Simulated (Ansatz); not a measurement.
Runs of Ansatz 0.2.0 on SnO2. The structure is tetragonal, space group I4_1/amd (No. 141). The conventional cell has a = 4.000 Å, b = 4.000 Å, c = 10.247 Å, α = 90.00°, β = 90.00°, γ = 90.00°. Sn (site symmetry -4m2) has 6 O at 2.06 to 2.09 Å as nearest neighbours. Around O (site symmetry 2mm) lie 3 Sn at 2.06 to 2.09 Å. Measurements of this composition are mostly on another form, of space group No. 136.

```tsv
task	cell	k mesh	smearing	points for each segment of the path	gap on the mesh (eV)	pressure (GPa)	largest force (eV/Å)
band structure	as given	9 × 9 × 9	fermi-dirac 0.05 eV	14	1.65	5.9	0.04
relaxation of the atoms	atoms relaxed	7 × 7 × 7	fermi-dirac 0.05 eV	-	(a)	5.7	-
relaxation of cell and atoms	relaxed	7 × 7 × 7	fermi-dirac 0.05 eV	-	1.32	0.0	-
single point	as given	9 × 9 × 9	gaussian 0.011 eV	-	1.65	5.9	0.04
```

Alike in all rows: level PBE; potentials or basis Ansatz PAW; no spin polarisation; cutoff (eV) 420.

Problem. Estimate the missing entries.

Solution. (a) 1.63.

Caveats: spin-orbit coupling is left out, which moves the levels of the heavy elements; odd divisions of the mesh miss points on the zone boundary, where band edges often lie, so the gap on the mesh can be too wide (some runs); the thresholds are loose for stress (some runs); the plane-wave basis is chosen anew once the cell has moved, so the energies of steps on either side of that aren't comparable (some runs).

A k mesh can miss the band edges, and the runs leave out spin-orbit coupling on Sn.
